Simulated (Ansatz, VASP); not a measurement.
SrO: VASP beside Ansatz

```
Sr O
1.0
     0.00000    2.56980    2.56980
     2.56980    0.00000    2.56980
     2.56980    2.56980    0.00000
Sr O
1 1
Direct
  0.00000 0.00000 0.00000
  0.50000 0.50000 0.50000
```

Alike in both runs: task electric field gradients; functional LDA; k mesh 8 × 8 × 8; occupations fermi-dirac, width 0.02 eV; no spin polarisation.

```csv
,VASP,Ansatz
version,VASP 6.6.1,Ansatz 0.2.0
potentials or method,"VASP PAW LDA potentials, release 64 (Sr_sv, O), cutoff 520 eV","all-electron PAW with datasets made for the crystal, scalar-relativistic"
```

|  | VASP | Ansatz | Ansatz less VASP |
| --- | --- | --- | --- |
| gap on the k mesh at the Fermi level (eV) | 3.10 | 3.16 | +0.057 |
| pressure (GPa) | -3.5 | -4.2 | -0.69 |
| Vzz of the field gradient on the site that differs most (V/Å²) | 0.0 | 0.0 | 0.00 |

Ansatz ran all-electron here, so the differences hold the error of VASP's frozen core and of both bases. Ansatz warned: «gradients_without_spin_orbit».

A k mesh can miss the band edges. LDA gaps usually lie below the measured ones, often by a third to a half.
